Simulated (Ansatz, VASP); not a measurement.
## GaAs in VASP and in Ansatz

File INCAR:

```
SYSTEM = GaAs
PREC     = Accurate       ! precision mode
ENCUT    = 520            ! plane-wave cutoff, eV
EDIFF    = 1E-7           ! SCF threshold, eV
ISMEAR   = 0              ! smearing method
SIGMA    = 0.01           ! smearing width, eV
LREAL    = .FALSE.        ! projectors in reciprocal space
LASPH    = .TRUE.         ! aspherical terms in the spheres
NELM     = 80             ! most SCF steps
ALGO     = Normal         ! electronic algorithm
ISIF     = 2              ! what is computed and relaxed
LWAVE    = .FALSE.        ! write WAVECAR
LCHARG   = .TRUE.         ! write CHGCAR
GGA      = B5             ! functional
ALDAX    = 1.0          
AGGAX    = 1.0          
AGGAC    = 1.0          
ALDAC    = 0.0          
LELF     = .TRUE.         ! ELF
LVHAR    = .TRUE.       
NBANDS   = 16             ! bands
```

KPOINTS

```
Automatic mesh
0
G
  6 6 6
  0 0 0
```

File POSCAR:

```
GaAs
1.0
    0.0000000000      2.8268500000      2.8268500000
    2.8268500000      0.0000000000      2.8268500000
    2.8268500000      2.8268500000      0.0000000000
Ga As
1 1
Direct
    0.0000000000      0.0000000000      0.0000000000
    0.2500000000      0.2500000000      0.2500000000
```

Input for Ansatz:

```yaml
crystal:
  lattice:
    - [0.0, 2.82685, 2.82685]
    - [2.82685, 0.0, 2.82685]
    - [2.82685, 2.82685, 0.0]
  atoms:
    - { symbol: Ga, position: [0.0, 0.0, 0.0] }
    - { symbol: As, position: [0.25, 0.25, 0.25] }
kpoints:
  mp_grid:
    grid: [6, 6, 6]
hamiltonian:
  xc: blyp
  pseudopotentials:
    kind: paw
scf:
  convergence:
    dr2_threshold: 1.0e-10
  occupations:
    method: fixed
output:
  forces: true
  stress: true
```

Alike in both runs: task single point; functional BLYP; k mesh 6 × 6 × 6; no spin polarisation.

|  | VASP | Ansatz |
| --- | --- | --- |
| version | VASP 6.6.1 | Ansatz 0.2.0 |
| potentials or method | VASP PAW PBE potentials, release 64 (Ga_d, As) | plane waves, PAW |
| plane-wave cutoff (eV) | 520 | 420 |
| occupations | gaussian, width 0.01 eV | fixed |
| valence electrons in the cell | 18 | 28 |

```tsv
	VASP	Ansatz	Ansatz less VASP
pressure (GPa)	7.2	6.8	-0.40
```

The two sets of potentials don't hold the same shells in valence.

Caveats: the PAW data sets were made with another functional, which shifts forces and pressure a little (VASP).
